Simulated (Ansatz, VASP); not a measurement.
One calculation of InAs, two programs

```
In As
1.0
    -2.59091    2.59091    1.41569
     2.59091   -2.59091    1.41569
     2.59091    2.59091   -1.41569
In As
1 1
Cartesian
  0.0000 0.0000 0.0000
  0.0000 2.5909 0.7078
```

Alike in both runs: functional PBE; k mesh 16 × 16 × 16; occupations gaussian, width 0.1 eV; no spin polarisation.

Ansatz relaxed the structure, and its values are those at the end. VASP's run is a single point on that final structure, the one shown.

```csv
,VASP,Ansatz
version,VASP 6.6.1,Ansatz 0.2.0
potentials or method,"VASP PAW PBE potentials, release 64 (In_d, As)","scalar-relativistic, plane waves, PAW"
plane-wave cutoff (eV),520,500
valence electrons in the cell,18,28
```

VASP gave:

```
gap on the k mesh at the Fermi level (eV) : none
pressure (GPa)                            : 20.3
```

Question: What did Ansatz give for the same quantities?

Answer: gap on the k mesh at the Fermi level (eV): none; pressure (GPa): 20.0.

A gap of «none» marks a metal or a gap that the smearing closes. The two sets of potentials don't hold the same shells in valence.

Caveats: so large a pressure means that the cell lies far from this level's equilibrium, or that cutoff or potentials fall short (VASP).
